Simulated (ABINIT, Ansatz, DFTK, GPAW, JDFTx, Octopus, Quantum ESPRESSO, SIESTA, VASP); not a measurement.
BN: programs and potentials compared

```
N B
1.0
     2.49824    0.00000    0.00000
    -1.24912    2.16354    0.00000
     0.00000    0.00000    6.63570
N B
2 2
Cartesian
  1.2491 0.7212 1.6589
  0.0000 1.4424 4.9768
  1.2491 0.7212 4.9768
  0.0000 1.4424 1.6589
```

Alike in all runs: task single point; functional PBE; k mesh 12 × 12 × 4; occupations fermi-dirac, width 0.05 eV; no spin polarisation; no spin-orbit coupling. Pressure is positive in compression and, in plane waves, holds the error of the finite cutoff, which Ansatz's Pulay term estimates and takes out.

| program and potentials | plane-wave cutoff (eV) | notes | band gap (eV) | pressure (GPa) |
| --- | --- | --- | --- | --- |
| SIESTA, files PseudoDojo sr-pbe-0.4.1-standard, DZP (energy shift 0.003 Ry) | - | atomic basis | 4.27 | 8.86 |
| VASP, PBE PAW files B, N, 520 eV | 520 | - | 4.29 | 5.14 |
| ABINIT, JTH PAW PBE v2.0 | 707 | - | 4.28 | 5.34 |
| GPAW, GPAW PAW data sets (gpaw-data 1.2.1) | 800 | - | 4.29 | 4.33 |
| Quantum ESPRESSO, SSSP 1.3 efficiency PBE | 816 | - | 4.31 | 3.99 |
| JDFTx, PseudoDojo-SR-PBE-0.5-standard | 1143 | - | 4.32 | 4.72 |
| Octopus, pseudodojo_pbe (PseudoDojo 0.5, PBE) | - | - | 4.32 | - |
| Ansatz, Ansatz PAW (earlier soft set) | 420 | Pulay term of +0.34 GPa included | 4.29 | 4.89 |
| DFTK, PseudoDojo SR PBE 0.4.1 standard (PBE) | 1143 | - | 4.32 | 4.75 |
| Ansatz, all-electron LAPW, scalar-relativistic | - | - | ? | ? |

Q: Estimate from the other rows what the run with Ansatz, all-electron LAPW, scalar-relativistic gave.

A: Band gap 4.29 eV; pressure 5.04 GPa. The other rows, which needn't bracket it: band gap 4.27 to 4.32; pressure 3.99 to 8.86.
